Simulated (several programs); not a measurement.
# What each method gives for PbS (CsCl type)

PbS in the CsCl structure, relaxed with r2SCAN in Ansatz, was computed with several methods. It is cubic, Pm-3m (No. 221); conventional cell a = 3.635 Å, 24.02 Å³ an atom. Around Pb lie 8 S at 3.15 Å; around S lie 8 Pb at 3.15 Å. All values are calculated for a non-magnetic cell, which may be hypothetical.

Space group Pm-3m (No. 221). a = 3.635 Å, b = 3.635 Å, c = 3.635 Å, α = 90.00°, β = 90.00°, γ = 90.00°
```
atom  site  symmetry       x       y       z
  Pb    1a      m-3m  0.0000  0.0000  0.0000
   S    1b      m-3m  0.5000  0.5000  0.5000
```

Gaps and times are for a single point on this cell; volume and bulk modulus come from each method's own relaxation or energy curve at fixed shape. Times are rough, from shared hosts (Arm Neoverse V1; Arm Neoverse V2), and each method has its own mesh and cell size. PM6 (MOPAC), PM7 (MOPAC), GFN1-xTB (tblite), GFN2-xTB (tblite) treat a cluster of cells at its zone centre, which samples few k points: where these miss a band edge, the gap comes out too large for that reason alone. Gaps from k meshes are read at a limited set of points (mesh, symmetry points, PBE's band edges), so each method's own least gap may be somewhat smaller. xTB and the PM methods were fitted mostly to molecules, and can miss a solid's gap by electronvolts. Minimal bases can be far off for gaps. Times of the plane-wave ladder aren't listed, since it ran on unlike processors and cards. d marks a direct gap, i an indirect one (no mark: not told apart), a dash a value that wasn't computed or didn't pass its checks.

```csv
method,kind,gap (eV),own volume (Å³/atom),bulk modulus (GPa),atoms computed,processor time
PBEsol,semilocal,–,22.94,–,2,–
light PBE (260 eV and a coarse mesh),light plane-wave,overlap 0.48,–,–,2,0.62 s
GFN1-xTB (tblite),tight binding,2.71,–,–,cluster,1.3 s
PBE,semilocal,overlap 0.45,24.35,58,2,–
LDA,semilocal,overlap 0.58,22.14,–,2,–
GFN2-xTB (tblite),tight binding,2.45,–,–,cluster,2.5 s
PBE/SZV (CP2K),small basis,overlap 1.54,23.72,77,2,2.6 s
PBE/single zeta (GPAW),small basis,overlap 0.66,–,–,2,3.5 s
r2SCAN,semilocal,overlap 0.25,24.02,64,2,–
PM7 (MOPAC),semi-empirical,7.14,–,–,cluster,5.4 s
PBE/DZVP (CP2K),small basis,overlap 0.60,24.76,59,2,5.8 s
PM6 (MOPAC),semi-empirical,5.72,–,–,cluster,6.9 s
PBE+SOC,semilocal,overlap 1.48,–,–,2,–
PBE0,hybrid,0.45 i,–,–,2,–
```

Volumes against r2SCAN's: PBEsol -4.5 %, PBE +1.4 %, LDA -7.8 %, PBE/SZV (CP2K) -1.2 %, PBE/DZVP (CP2K) +3.1 %.

With PBE and r2SCAN the bands overlap or touch, or nearly. Semilocal functionals can close a real gap, so this doesn't show a metal; small gaps of other methods may in turn close between the points read or with spin-orbit coupling, and the solid may be a semimetal.

Only the rows marked +SOC include spin-orbit coupling.
